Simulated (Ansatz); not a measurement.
**Si with C: from mixing energies to a miscibility estimate**

The calculation used DFT LDA, scalar-relativistic, plane waves, PAW (Ansatz). Settings: 420 eV cutoff, 12×8×8 k-mesh, Gaussian smearing of 0.01 eV, no spin polarisation.

Starting point, cell and atoms relaxed:

```xyz
8
Lattice="1.9010 -3.2926 0.0000 0.0000 0.0000 -6.2891 5.7030 3.2926 0.0000" Properties=species:S:1:pos:R:3 pbc="T T T"
Si    1.9010   -1.0975   -5.8927
Si    3.8020    2.1951   -5.8927
Si    1.9010    1.0975   -2.7481
Si    5.7030    1.0975   -2.7481
Si    1.9010   -1.0975   -3.5410
Si    3.8020    2.1951   -3.5410
Si    1.9010    1.0975   -0.3964
Si    5.7030    1.0975   -0.3964
```

C takes some of the 8 Si sites (atoms counted from 1 above); cell and atoms relax within the symmetry of each ordered start. Mixing energies are taken at zero smearing, per mixed site, over the two end members in this structure (P6_3/mmc (194); 19.68 and 5.52 Å³/atom), which needn't be the usual structure of either.

The lowest cell of each fraction:

```tsv
x(C)	sites with C	ΔH (meV/site)
0.125	2	152.5
0.250	5 8	124.3
0.500	1 2 3 6	76.5
0.750	1 4 5 6 7 8	314.4
```

**Question.** Read these as a regular solution, ΔH = Ω x(1 − x). What Ω does each fraction give, and does one Ω describe them?

**Answer.**
```
 x(C) x(1 − x)  Ω (meV) ideal entropy (k_B/site)
0.125    0.1094     1394                     0.377
0.250    0.1875      663                     0.562
0.500    0.2500      306                     0.693
0.750    0.1875     1677                     0.562
```

A least-squares fit gives Ω = 816 meV. The values spread by 1371 meV, so the parabola is a rough summary: ordered cells differ in their arrangement as well as their fraction, and the curve can be lopsided.

**Question.** What does that say about mixing at finite temperature?

**Answer.** Ω > 0 means a miscibility gap at low temperature. With ideal entropy the free energy Ωx(1 − x) + k_BT[x ln x + (1 − x) ln(1 − x)] loses its double well at T_c = Ω/2k_B = 4730 K. At 1000 K the spinodal, x(1 − x) = k_BT/2Ω, lies at x = 0.06 and 0.94. The end members differ by 34.5 % in mean lattice spacing, so strain energy is a likely large part of Ω. A T_c this high lies beyond the melting point of nearly every solid, so on this estimate the solids dissolve only a limited amount of each other. The estimate takes small ordered cells for a random alloy and leaves out vibrations, short-range order, melting and other structures, so it gives a scale, not a phase diagram.

Cost: 8 runs of about 46 core-minutes in all, on Intel Xeon Platinum 8259CL (Skylake/Cascade Lake) (shared hosts).